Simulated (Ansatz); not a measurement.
Reactions of C$_{6}$H$_{14}$, SMILES `CC(C)C(C)C`.

Program: Ansatz. Geometries: PBE0-D4/def2-TZVP. ΔE: electronic, gas phase. CCSD(T)/CBS adds triple-zeta CCSD(T) − MP2 to the extrapolated MP2 energy (def2 sets, frozen cores). This one scheme is used for every species, atoms too. DFT in def2-TZVPP. Open shells (•) are unrestricted, without spin–orbit coupling. Spin–orbit coupling would lower the free atoms: a little for C. Bonds to Br, Ge are less sure, by a few kJ/mol each and by 10 to 20 or more in all where they break to atoms, as the def2 sets lack core-valence functions. Scalar relativity is left out up to krypton. One conformer a species, not always the lowest.

```csv
reaction,HF/CBS(def2) (eV),PBE-D4 (eV),CCSD/CBS(def2) (eV),B2PLYP (eV),CCSD(T)/CBS(def2) (eV)
`CC(C)C(C)C` + `[OH][GeH2][F]` → `CC(C)[O][GeH2][F]` + `CCC`,0.08,0.24,0.30,0.21,0.32
`CC(C)C(C)C` → 6 C• + 14 H•,62.63,83.23,81.13,81.22,82.01
`CC(C)C(C)C` → `CCCCCC`,0.00,0.07,0.08,0.07,0.10
`CC(C)C(C)C` + H₂O → `CC(C)C(C)O` + CH₄,0.08,0.18,0.26,0.15,0.27
`CC(C)C(C)C` + `O[Si](O)([SiH3])Br` → `CO[Si](O)([SiH3])Br` + `CCC(C)C`,0.36,0.51,0.55,0.48,0.57
```

Largest T1 diagnostic: 0.012, for `[OH][GeH2][F]`.
